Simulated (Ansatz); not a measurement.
Crystal: AlAu.

```
Au Al
1.0
     3.22394    0.00000    0.00000
     0.00000    3.22394    0.00000
     0.00000    0.00000    3.22394
Au Al
1 1
Direct
  0.50000 0.50000 0.50000
  0.00000 0.00000 0.00000
```

The cell comes from a database or a generator and needn't be the stable form of this composition.

Base run:

| Quantity | Value |
| --- | --- |
| Program | Ansatz 0.2.0 |
| Functional | PBEsol |
| Potentials or basis | all-electron LAPW, scalar-relativistic |
| Cutoff | 207 eV (chosen from the basis error) |
| Basis error allowed | 0.001 eV/atom |
| k mesh | 8 × 8 × 8 |
| Occupations | fermi-dirac, width 0.05 eV |
| Spin | no spin polarisation |

Its results: pressure -5.1 GPa.

The run is repeated on the same cell with these changes: functional from PBEsol to LDA. What comes out?

Pressure -7.9 GPa.

LDA binds more tightly than PBEsol, so the same cell stands under less pressure.
